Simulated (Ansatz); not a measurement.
Wanted: the native input for an Ansatz 0.2.0 run.

| Quantity | Value |
| --- | --- |
| Task | band structure |
| Functional | PBE |
| Potentials or basis | Ansatz PAW |
| Cutoff | 420 eV (not typed: the program's choice for these potentials) |
| k mesh | 8 × 8 × 6 |
| Occupations | fermi-dirac, width 0.05 eV |
| Spin | no spin polarisation |
| Hubbard terms | Ti d U = 2 eV |
| Path | [["G", "Y", "F", "L", "I"], ["I1", "Z", "H", "F1"], ["H1", "Y1", "X", "G", "N"], ["M", "G"]] |
| Points for each segment of the path | 14 |
| Hubbard projectors | ortho-atomic (the default) |
| Double counting | fll (the default) |

TiO2:

```xyz
6
Lattice="2.7060 -2.7067 0.0000 2.7060 2.7067 0.0000 -2.6335 0.0000 4.7966" Properties=species:S:1:pos:R:3 pbc="T T T"
Ti    0.7309   -1.9807    3.5975
Ti    2.0477    1.9807    1.1992
O     0.6963    0.6563    0.8018
O     2.0823   -0.6563    3.9949
O     3.3990    0.6563    1.5966
O    -0.6205   -0.6563    3.2001
```

The cell is a database's computed one.

These files were run (other wordings do the same):

input.yaml

```yaml
crystal:
  lattice:
    - [2.706034, -2.706655, 0.0]
    - [2.706034, 2.706655, 0.0]
    - [-2.633531, 0.0, 4.796637]
  atoms:
    - { symbol: Ti, position: [0.86589, 0.13411, 0.75] }
    - { symbol: Ti, position: [0.13411, 0.86589, 0.25] }
    - { symbol: O, position: [0.088755, 0.331221, 0.167149] }
    - { symbol: O, position: [0.911245, 0.668779, 0.832851] }
    - { symbol: O, position: [0.668779, 0.911245, 0.332851] }
    - { symbol: O, position: [0.331221, 0.088755, 0.667149] }
hamiltonian:
  xc: pbe
  pseudopotentials: { kind: paw }
  hubbard: { sites: [{ species: Ti, l: d, u_eff: 2.0 }] }
kpoints:
  mp_grid: { grid: [8, 8, 6] }
  band_path:
    path:
      - [[0.0, 0.0, 0.0], [-0.4612513445, -0.4612513445, 0.0808612034], [-0.5021272409, -0.5021272409, 0.252610114], [-0.5, -0.5, 0.5], [-0.5794315881, -0.4205684119, 0.5]]
      - [[-0.4205684119, 0.4205684119, 0.5], [0.0, 0.0, 0.5], [-0.4203754482, -0.4203754482, 0.9091122929], [-0.4978727591, -0.4978727591, 0.747389886]]
      - [[-0.5796245518, 0.4203754482, 0.0908877071], [-0.5387486555, 0.4612513445, -0.0808612034], [-0.5, 0.5, 0.0], [0.0, 0.0, 0.0], [-0.5, 0.0, 0.0]]
      - [[-0.5, 0.0, 0.5], [0.0, 0.0, 0.0]]
    npoints: 14
scf:
  occupations: { method: fermi_dirac, width: 0.05 }
  n_extra_bands: 15
output:
  forces: true
  stress: true
  eigenvalues: true
  fatbands: false
  write_density: true
  write_potential: true
  elf: true
  volumetric_format: npy
```

Potentials or basis: Ansatz PAW.

Launch:

```console
$ ansatz run input.yaml --threads 2 --pin off --max-ram 5632MiB --backend cpu --events-out ev --progress --plain --runs-dir out
```

Results of the run:

```yaml
Pressure: -0.2 GPa
Largest_force: 0.147 eV/Å
Band_gap_on_the_k_mesh: 2.30 eV, indirect (least direct gap 2.65 eV)
Band_gap_along_the_path: 2.26 eV, indirect (least direct gap 2.74 eV)
```

Caveat: the pressure holds a Pulay correction of +0.7 GPa for the finite cutoff.

Run time: 17 s on 2 threads of Arm Neoverse V1, with other jobs on the host, peak memory 0.77 GiB.
